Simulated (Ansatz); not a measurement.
# CsH: the cost of one run

Computed with Ansatz 0.2.0 (reference: DFT, HSE06, plane waves, PAW, unless a step's input says otherwise).

4 further runs of the same task are left out: 4 that didn't finish.

### 1 The structure to begin with

The structure is cubic, space group Fm-3m (No. 225). The conventional cell has a = 6.379 Å, b = 6.379 Å, c = 6.379 Å, α = 90.00°, β = 90.00°, γ = 90.00°. Cs (site symmetry m-3m) is surrounded by 6 H at 3.19 Å. H (site symmetry m-3m) has 6 Cs at 3.19 Å as nearest neighbours.

As a file:

```xyz
2
Lattice="0.0000 3.1893 3.1893 3.1893 0.0000 3.1893 3.1893 3.1893 0.0000" Properties=species:S:1:pos:R:3 pbc="T T T"
Cs    0.0000    0.0000    0.0000
H     3.1893    3.1893    3.1893
```

### 2 The reference run

File input.yaml:

```yaml
crystal:
  lattice:
    - [0.0, 3.1892664411, 3.1892664411]
    - [3.1892664411, 0.0, 3.1892664411]
    - [3.1892664411, 3.1892664411, 0.0]
  atoms:
    - { symbol: Cs, position: [0.0, 0.0, 0.0] }
    - { symbol: H, position: [0.5, 0.5, 0.5] }
kpoints:
  mp_grid: { grid: [4, 4, 4] }
hamiltonian:
  xc: hse06
scf:
  occupations: { method: fixed }
  n_extra_bands: 4
output:
  forces: true
  stress: true
  eigenvalues: true
  write_density: true
  write_potential: true
  elf: true
  volumetric_format: npy
```

Started as:

```
> ansatz run input.yaml --threads 4 --pin off --max-ram 3686MiB --backend cpu --events-out ev --progress --plain --runs-dir out
```

Q: Estimate wall time and peak memory on 4 threads of an Arm CPU, shared host.

About 4.3 s, with a peak of 0.68 GiB.
